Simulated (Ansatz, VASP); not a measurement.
## CdSe in VASP and in Ansatz

```xyz
2
Lattice="0.0000 3.0671 3.0671 3.0671 0.0000 3.0671 3.0671 3.0671 0.0000" Properties=species:S:1:pos:R:3 pbc="T T T"
Cd    0.0000    0.0000    0.0000
Se    4.6007    4.6007    4.6007
```

Alike in both runs: task single point; functional PBE; k mesh 10 × 10 × 10; occupations gaussian, width 0.02 eV; no spin polarisation.

|  | VASP | Ansatz |
| --- | --- | --- |
| version | VASP 6.6.1 | Ansatz 0.2.0 |
| potentials or method | VASP PAW PBE potentials, release 64 (Cd, Se) | scalar-relativistic, plane waves, PAW |
| plane-wave cutoff (eV) | 520 | 420 |
| valence electrons in the cell | 18 | 36 |

```tsv
	VASP	Ansatz	Ansatz less VASP
gap on the k mesh at the Fermi level (eV)	0.56	0.56	0.000
least direct gap on the mesh (eV)	0.56	0.56	0.000
pressure (GPa)	1.7	1.4	-0.28
```

With one functional, cell and mesh, what is left measures potentials, basis and numerics. The two sets of potentials don't hold the same shells in valence.

As with any semilocal functional, this PBE gap is likely too small.
